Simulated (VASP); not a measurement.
The system is HfC.

```
Hf C
1.0
     0.00000    2.32500    2.32500
     2.32500    0.00000    2.32500
     2.32500    2.32500    0.00000
Hf C
1 1
Direct
  0.50000 0.50000 0.50000
  0.00000 0.00000 0.00000
```

```yaml
Program: VASP 6.6.1
Task: relaxation of cell and atoms
Functional: LDA
Potentials_or_basis: VASP PAW LDA potentials, release 64 (Hf_pv, C)
Cutoff: 600 eV
k_mesh: 10 × 10 × 10
Occupations: fermi-dirac, width 0.05 eV
Spin: no spin polarisation
```

At the start: pressure -11.7 GPa; volume 12.57 Å³/atom.

Problem. Where does the relaxation end?

Solution. Over 4 steps the energy falls by 22.4 meV/atom and the volume is 11.98 Å³/atom (-4.7 %); space group Fm-3m (No. 225, to 0.05 Å).

The path:
```tsv
step	energy change (eV)	largest force (eV/Å)	pressure (GPa)	volume (Å³)
1	0.0000	0.0000	-11.67	25.14
2	0.1159	0.0000	27.68	21.95
3	-0.0448	0.0000	-0.34	23.98
4	-0.0449	0.0000	-0.03	23.96
```

Final structure:
```
Hf C
1.0
     0.00000    2.28805    2.28805
     2.28805    0.00000    2.28805
     2.28805    2.28805    0.00000
Hf C
1 1
Direct
  0.50000 0.50000 0.50000
  0.00000 0.00000 0.00000
```
